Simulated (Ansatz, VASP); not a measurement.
# Pt (Pt wire along [111], 13 atoms a period) in two plane-wave programs

One calculation is typed for both programs; each brings its own data sets. How far apart do they land? The structure shown is the start of the Ansatz relaxation below; VASP solves that cell, so the two are compared at the walk's first step.

Method: plane waves, with VASP 6.6.1 beside it; single point at PBE, in Ansatz 0.2.0.

### Step 1. The structure

The cell holds 13 atoms: 13 Pt. Cell: a = 12.414 Å, b = 11.662 Å, c = 6.876 Å, α = 90.0°, β = 90.0°, γ = 90.0°. Vacuum lies along a and b. The structure's axis is c.

### Step 2. Ansatz: relaxation, PBE

Ansatz runs on its PAW soft_1 files.

The two programs are compared at the cell with which this relaxation starts, whose forces are those of its first step.

Input file input.yaml:

```yaml
crystal:
  lattice:
    - [12.414, 0.0, 0.0]
    - [0.0, 11.662, 0.0]
    - [0.0, 0.0, 6.876241706]
  atoms:
    - { symbol: Pt, position: [0.386950778, 0.29154519, 0.0] }
    - { symbol: Pt, position: [0.500017232, 0.500010167, 0.0] }
    - { symbol: Pt, position: [0.613083686, 0.29154519, 0.0] }
    - { symbol: Pt, position: [0.72615014, 0.500010167, 0.0] }
    - { symbol: Pt, position: [0.386950778, 0.430521841, 0.333333333] }
    - { symbol: Pt, position: [0.500017232, 0.638986819, 0.333333333] }
    - { symbol: Pt, position: [0.613083686, 0.430521841, 0.333333333] }
    - { symbol: Pt, position: [0.386950778, 0.569498493, 0.666666667] }
    - { symbol: Pt, position: [0.500017232, 0.361033515, 0.666666667] }
    - { symbol: Pt, position: [0.613083686, 0.569498493, 0.666666667] }
    - { symbol: Pt, position: [0.273884324, 0.500010167, 0.0] }
    - { symbol: Pt, position: [0.386950778, 0.708475145, 0.0] }
    - { symbol: Pt, position: [0.613083686, 0.708475145, 0.0] }
kpoints:
  mp_grid: { grid: [1, 1, 12] }
scf:
  occupations: { method: fermi_dirac, width: 0.05 }
hamiltonian:
  xc: pbe
  pseudopotentials: { kind: paw, azcp: { folder: soft_1 } }
relax:
  cell: { fix: [a, b, alpha, beta, gamma] }
  max_steps: 45
  f_tol: 0.03
```

Started as:

```console
$ ansatz run input.yaml --threads 4 --pin off --max-ram 16384MiB --backend cpu --events-out ev --progress --plain --runs-dir out
```

Numbers of over 12 decimals in the logs are rounded to 6 here.

Log:

```text
Engine: ansatz 0.2.0, aarch64-unknown-linux-gnu
Pseudopotentials: kind: paw
Pseudopotential: Pt, paw, valence charge 18, recommended cutoff 420 eV (normal), soft_1/Pt.paw.azcp
Functional definition: PBE
  parameter kappa = 0.804
  parameter beta = 0.066725
  exchange = pbe_x(kappa = kappa, mu = beta*pi^2/3)
  correlation = pbe_c(beta = beta)
Crystal: 13 atoms, lattice volume = 995.488 Å³
Basis set: ecut = 420 eV, 19461 PW (Γ), exchange–correlation on 180×160×96 points (8 copies of the dense FFT grid, shifted against one another)
Bands: 141, of which v1, the nominal top of the filled ones, is band 117 counted from 1 (116 counted from 0)
Symmetry: 4 space group operations
Space group: P2/m (ITA 10), of the structure as read, at distance tolerance 1.0e-4 Å
k-points: 7 of 12
Non-local potential: Pt, projectors of the file, l = 0: 3, l = 1: 2, l = 2: 2, l = 3: 1
PAW form: soft (Blöchl's): semilocal exchange-correlation on the pseudo side does not see the compensation charge
PAW one-centre angular grid: Pt, 590 points (default); XC on 64 Gauss nodes
Initial density: superposition of atomic densities (neutral atoms: chi_scale 0, normalization atom)
Initial wavefunctions: pseudopotential atomic-orbital guess
Functional: x = pbe(κ = 0.804, μ = 0.219515), c = pbe(β = 0.066725)
SCF iter   1: F=—  HF=-162805.585444 eV  |F-HF|=—  |Δ(HF+E_count)|=         —  Δρ=3.79e-2  dr2=1.77e1  ethr=3.10e-3  ⟨swp⟩=6.1  Hψ=3542  notcnv=0  defer=41
preconditioner: auto → LDOS  [metal: Δε(μ)=0.016 eV  Ē_g=5.082 eV  σ=0.050 eV  W_gap=0.08  n_scr=166 (ndim 8)  ℏωp=13.4 eV  f_vac=0.654  D(μ)=26.99/eV (n_scr^D=188)  β→1.0]
SCF iter   2: F=—  HF=-162806.626547 eV  |F-HF|=—  |Δ(HF+E_count)|=    1.04e0  Δρ=3.97e-2  dr2=2.17e1  ethr=3.10e-3  ⟨swp⟩=3.0  Hψ=2617  notcnv=0  defer=60
SCF iter   3: F=—  HF=-162801.745197 eV  |F-HF|=—  |Δ(HF+E_count)|=    4.88e0  Δρ=6.49e-3  dr2=6.25e-1  ethr=3.10e-3  ⟨swp⟩=2.4  Hψ=1984  notcnv=0  defer=59
SCF iter   4: F=—  HF=-162801.726200 eV  |F-HF|=—  |Δ(HF+E_count)|=   1.90e-2  Δρ=3.38e-3  dr2=1.37e-1  ethr=2.67e-4  ⟨swp⟩=2.0  Hψ=1697  notcnv=0  defer=59
SCF iter   5: F=—  HF=-162801.720027 eV  |F-HF|=—  |Δ(HF+E_count)|=   6.17e-3  Δρ=1.41e-3  dr2=5.00e-2  ethr=5.84e-5  ⟨swp⟩=2.0  Hψ=1481  notcnv=0  defer=59
SCF iter   6: F=—  HF=-162801.719930 eV  |F-HF|=—  |Δ(HF+E_count)|=   9.61e-5  Δρ=8.20e-4  dr2=1.11e-2  ethr=2.14e-5  ⟨swp⟩=1.0  Hψ=928  notcnv=0  defer=59
SCF iter   7: F=—  HF=-162801.720532 eV  |F-HF|=—  |Δ(HF+E_count)|=   6.01e-4  Δρ=4.27e-4  dr2=4.82e-3  ethr=4.73e-6  ⟨swp⟩=1.6  Hψ=932  notcnv=0  defer=59
SCF iter   8: F=—  HF=-162801.720507 eV  |F-HF|=—  |Δ(HF+E_count)|=   2.44e-5  Δρ=2.80e-4  dr2=2.02e-3  ethr=2.06e-6  ⟨swp⟩=2.0  Hψ=1175  notcnv=0  defer=59
SCF iter   9: F=—  HF=-162801.720465 eV  |F-HF|=—  |Δ(HF+E_count)|=   4.22e-5  Δρ=1.47e-4  dr2=5.43e-4  ethr=8.63e-7  ⟨swp⟩=1.7  Hψ=976  notcnv=0  defer=59
SCF iter  10: F=—  HF=-162801.720459 eV  |F-HF|=—  |Δ(HF+E_count)|=   6.58e-6  Δρ=3.83e-5  dr2=3.15e-5  ethr=2.32e-7  ⟨swp⟩=1.7  Hψ=1185  notcnv=0  defer=59
SCF iter  11: F=—  HF=-162801.720768 eV  |F-HF|=—  |Δ(HF+E_count)|=   3.10e-4  Δρ=9.79e-6  dr2=2.06e-6  ethr=1.35e-8  ⟨swp⟩=2.0  Hψ=1103  notcnv=0  defer=59
SCF iter  12: F=—  HF=-162801.720769 eV  |F-HF|=—  |Δ(HF+E_count)|=   8.28e-7  Δρ=5.71e-6  dr2=4.47e-7  ethr=8.80e-10  ⟨swp⟩=2.0  Hψ=1390  notcnv=0  defer=59
SCF iter  13: F=-162801.720769 eV  HF=-162801.720769 eV  |F-HF|=5.53e-9  |Δ(HF+E_count)|=   1.14e-8  Δρ=1.22e-6  dr2=2.31e-8  ethr=4.27e-11  ⟨swp⟩=5.0  Hψ=3506  notcnv=0
SCF 1 converged in 13 iterations: F = -162801.720769 eV  dr2 = 2.31e-8
  greatest PAW one-centre occupation: 1.000 electrons in one spin orbital (limit 2), on the Pt atom at site 1 (counted from 0), in its partial waves of l = 0
relax step   1: F+E_penalty+E_count = -162801.72076924 eV  Δ(F+E_penalty+E_count) = +0.000e0 eV  max|allowed force component| = 1.831e0 eV/Å  Δτ_max = 0.0000 Å  P = -3.806 GPa  Ω = 995.488 Å³  fix = [a, b, alpha, beta, gamma]  reactions: a -2.959, b -2.974 GPa; alpha -0.004 GPa/rad  (13 SCF iters, dr2 threshold 1.00e-7 eV, accepted)
[...]
relax step   4: F+E_penalty+E_count = -162803.92048401 eV  Δ(F+E_penalty+E_count) = -5.030e-2 eV  max|allowed force component| = 2.006e-2 eV/Å  Δτ_max = 0.0270 Å  P = +0.051 GPa  Ω = 911.627 Å³  energy of the carried Pulay correction = +7.418e-3 eV  fix = [a, b, alpha, beta, gamma]  reactions: a +0.009, b -0.015 GPa; alpha -0.002 GPa/rad  (9 SCF iters, dr2 threshold 1.30e-6 eV, accepted)
[...]
relax step   5: F+E_penalty+E_count = -162803.92205704 eV  Δ(F+E_penalty+E_count) = -1.573e-3 eV  max|allowed force component| = 1.535e-2 eV/Å  Δτ_max = 0.0076 Å  P = +0.031 GPa  Ω = 915.196 Å³  energy of the carried Pulay correction = +7.089e-3 eV  fix = [a, b, alpha, beta, gamma]  reactions: a +0.061, b +0.036 GPa; alpha -0.006 GPa/rad  (9 SCF iters, dr2 threshold 6.45e-8 eV, accepted)
[...]
relax step   6: F+E_penalty+E_count = -162803.91137684 eV  Δ(F+E_penalty+E_count) = +1.068e-2 eV  max|allowed force component| = 1.619e-2 eV/Å  Δτ_max = 0.0000 Å  P = +0.039 GPa  Ω = 915.196 Å³  fix = [a, b, alpha, beta, gamma]  reactions: a +0.068, b +0.042 GPa; alpha -0.006 GPa/rad  stress off target by 5.71e-3 GPa on what of the cell is left free  SCF on the basis re-selected at this cell (its energy is not comparable with the rows above)  (8 SCF iters)
basis re-selected at this cell: Δ(F+E_penalty+E_count) = +1.068e-2 eV, ΔP = +0.007 GPa vs the last step (what re-selecting the basis moved, of the pressure what is left beyond the Pulay correction that the steps carried, after the strain that the cell walked since its last selection, with what the two solves' SCF thresholds leave and, on support functions, any second-order correction that the steps lacked; it is no measure of the basis error at this ecutwfc). The dense FFT grid was sized anew with the basis: this SCF ran on 90×80×45 points, the steps before it on 90×80×48, so part of this shift can come from that change (see relax.cell in the input reference). [rest of the remark cut]
SCF converged after 8 iterations
Free energy (F): -162803.911377 eV
Harris-Foulkes:  -162803.911377 eV  (|F-HF|=1.16e-10)
Internal energy: -162803.638743 eV  (E = F + TS)
E sigma→0 (E₀):  -162803.775060 eV
Entropy (-TS):   -0.272634 eV (-20.972 meV/atom)
Fermi energy:    0.909207 eV
--- Per-component energies (eV) ---
  E_band       = -6712.020791
  E_kinetic    = 7764.137038
  E_local      = -123649.347468  (includes V_loc(G=0)·N_el)
  E_nonlocal   = 2660.446383
  E_hartree    = 57076.532395
  E_xc         = -3000.827612
  E_vxc        = -3499.479124  (∫ρ·V_xc dr)
  E_paw        = -123297.099283  (= ΣΔE_a)
  E_vpaw       = -4140.856099  (= ΣTr[D̂ρ^β])
  E_aug_tail   = 0.014298  (compensation charges beyond the density's cutoff)
  E_ewald      = 19642.505506
  E_smearing   = -0.272634  (= −TS)
  E_closure    = -0.000000  (closes the sum)
  Σ components = -162803.911377   (vs F -162803.911377, Δ=0.00e0)
--- Forces (eV/Å), atoms counted from 1 ---
  atom   1  Pt    -0.01013439    -0.00054722    -0.00139005
  atom   2  Pt    -0.00000000     0.00000000     0.00000000
  atom   3  Pt     0.01013439    -0.00054722    -0.00139005
  atom   4  Pt     0.01392439    -0.00000000    -0.00000000
  atom   5  Pt    -0.01462205    -0.00616130     0.01411452
  atom   6  Pt    -0.00000000     0.01457434     0.01618880
  atom   7  Pt     0.01462205    -0.00616130     0.01411452
  atom   8  Pt    -0.01462205     0.00616130    -0.01411452
  atom   9  Pt     0.00000000    -0.01457434    -0.01618880
  atom  10  Pt     0.01462205     0.00616130    -0.01411452
  atom  11  Pt    -0.01392439     0.00000000     0.00000000
  atom  12  Pt    -0.01013439     0.00054722     0.00139005
  atom  13  Pt     0.01013439     0.00054722     0.00139005
  max |Σ_I F_I| component: 3.47e-18 eV/Å
--- Stress (GPa, compression-positive) ---
        0.067984      -0.000000      -0.000000
       -0.000000       0.041979       0.006331
       -0.000000       0.006331       0.005709
  P = ⅓ Tr σ = 0.0386 GPa (0.386 kbar)
--- Relaxed structure (5 steps of the walk, 5 accepted, 1 SCFs on fresh bases) ---
  F+E_penalty+E_count = -162803.91137684 eV   max|allowed force component| = 1.619e-2 eV/Å   (the final SCF, on the basis selected at the relaxed cell)
  cell:  # Å, volume = 915.1955 Å³
    - [12.414, 0, 0]
    - [0, 11.662, 0]
    - [0, 0, 6.321630]
  atoms:
    - { symbol: Pt, position: [0.390723, 0.299036, -0.000489188] }
    - { symbol: Pt, position: [0.500017232, 0.500010, 0] }
    - { symbol: Pt, position: [0.609311, 0.299036, -0.000489188] }
    - { symbol: Pt, position: [0.718700, 0.500010, 0] }
    - { symbol: Pt, position: [0.386543, 0.430510, 0.338589] }
    - { symbol: Pt, position: [0.500017232, 0.639194, 0.339144] }
    - { symbol: Pt, position: [0.613492, 0.430510, 0.338589] }
    - { symbol: Pt, position: [0.386543, 0.569511, 0.661411] }
    - { symbol: Pt, position: [0.500017232, 0.360827, 0.660856] }
    - { symbol: Pt, position: [0.613492, 0.569511, 0.661411] }
    - { symbol: Pt, position: [0.281334, 0.500010, 0] }
    - { symbol: Pt, position: [0.390723, 0.700984, 0.000489188] }
    - { symbol: Pt, position: [0.609311, 0.700984, 0.000489188] }
```

In the SCF lines HF is the Harris–Foulkes energy and dr2 the Hartree energy of the density residual, in eV; the loop may stop once dr2 is under the threshold and the program's other checks hold. Hψ counts applications of the Hamiltonian.

(Part 1 of 2 ends here.)

[Lines on the potential files, build, host, timing and source positions are cut from VASP's logs without a mark.]

[Logs are printed without paths, hosts, clocks, repeated set-up lines and the standing remarks that a program may print on its own settings, such as how far it seeks lower states.]

[Hosts, paths, dates, database ids (printed as entryN), source tags and the programs' standing remarks are cut or masked in the printed files.]
